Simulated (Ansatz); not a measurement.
# BaTiO3: smallest direct gap on path and band gap against volume per atom

Results calculated with Ansatz 0.2.0, not measured. Periodic Kohn-Sham DFT of a crystal at fixed atoms; Kohn-Sham levels at symmetry points; band -1 is the highest filled and +1 the lowest empty one at that point, spin up along a +z start moment.

Cell of the first row (space group Amm2, No. 38):
```
BaTiO3
1.0
      3.9028     0.0000     0.0000
      0.0000     2.7791     2.7877
      0.0000    -2.7791     2.7877
Ba Ti O
1 1 3
Direct
  0.00000 0.00000 0.00000
  0.50000 0.50790 0.50790
  0.00000 0.49210 0.49210
  0.50000 0.50251 0.99371
  0.50000 0.99371 0.50251
```

Settings of every row: method all-electron LAPW; functional PBE; relativity scalar; k mesh 8x8x8; filling fermi-dirac; smearing width 0.05 eV; basis error target 1 meV/atom; nucleus gaussian.

Atom start moment: 0 on all atoms.

Limits: no spin-orbit coupling on heavy atoms; run without spin polarisation, so a magnetic state may lie lower; semilocal functionals tend to give too small a gap.

| row | volume per atom (Å³) | smallest direct gap on path (eV) | band gap (eV) |
| --- | --- | --- | --- |
| 1 | 12.095 | 2.052 | 1.981 |
| 2 | 12.352 | 2.033 | 1.937 |
| 3 | 12.609 | 2.012 | 1.893 |
| 4 | 12.738 | 2.001 | 1.871 |
| 5 | 12.867 | 1.99 | 1.849 |
| 6 | 12.995 | ? | ? |
| 7 | 13.124 | 1.966 | 1.806 |
| 8 | 13.381 | 1.941 | 1.764 |
| 9 | 13.639 | 1.915 | 1.723 |

Question: what smallest direct gap on path and band gap should row 6 give?

Worked fit of smallest direct gap on path. Take t = volume per atom − 13, in Å³. The shown rows have t = -0.905, -0.648, -0.391, -0.262, -0.133, 0.124, 0.381, 0.639. Least squares give smallest direct gap on path = 1.9777 − 0.0918 × t − 0.0105 × t² eV; a straight line predicts inner rows, each left out in turn, worse (root mean square 0.002 against 0.00025 eV). All shown rows lie on it to the printed digit. The withheld row has t = -0.005, so the fit gives 1.9777 − 0.0918 × (-0.005) − 0.0105 × (-0.005)² = 1.978 eV.

The calculation gave 1.978 eV. The fit meets it to the printed digit.

Worked fit of band gap. Take t = volume per atom − 13, in Å³. The shown rows have t = -0.905, -0.648, -0.391, -0.262, -0.133, 0.124, 0.381, 0.639. Least squares give band gap = 1.8269 − 0.1662 × t + 0.0048 × t² eV; a straight line predicts inner rows, each left out in turn, worse (root mean square 0.001 against 0.00038 eV). All shown rows lie on it to the printed digit. The withheld row has t = -0.005, so the fit gives 1.8269 − 0.1662 × (-0.005) + 0.0048 × (-0.005)² = 1.828 eV.

The calculation gave 1.828 eV. The fit meets it to the printed digit.
